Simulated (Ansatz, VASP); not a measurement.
## Fe: VASP beside Ansatz

```xyz
2
Lattice="2.4178 0.0000 0.0000 -1.2089 2.0939 0.0000 0.0000 0.0000 3.8161" Properties=species:S:1:pos:R:3 pbc="T T T"
Fe    0.0000    1.3959    0.9540
Fe    1.2089    0.6980    2.8621
```

Change from the starting cell: volume scaled by 0.98, crystal datasets.

Alike in both runs: task electric field gradients; functional PBE; k mesh 17 × 17 × 10; occupations fermi-dirac, width 0.08 eV; no spin polarisation.

```csv
,VASP,Ansatz
version,VASP 6.6.1,Ansatz 0.2.0
potentials or method,"VASP PAW PBE potentials, release 64 (Fe), cutoff 520 eV","all-electron PAW with datasets made for the crystal, scalar-relativistic"
```

Ansatz gave:

| Quantity | Value |
| --- | --- |
| pressure (GPa) | 17.9 |
| largest component of the traceless stress (GPa) | 1.10 |
| Vzz of the field gradient on the site that differs most (V/Å²) | -4.4 |

Task: Which values does VASP return?

Result: Pressure (GPa): 17.2; largest component of the traceless stress (GPa): 0.97; Vzz of the field gradient on the site that differs most (V/Å²): -8.1.

Ansatz ran all-electron here, so the differences hold the error of VASP's frozen core and of both bases. Ansatz warned: «printed_levels_off».

Caveats: so large a pressure means that the cell lies far from this level's equilibrium, or that cutoff or potentials fall short (VASP); the run has no spin polarisation, though such a crystal can be magnetic. Spin polarisation is off, so any magnetic state and its effect on volume and gap are missing.
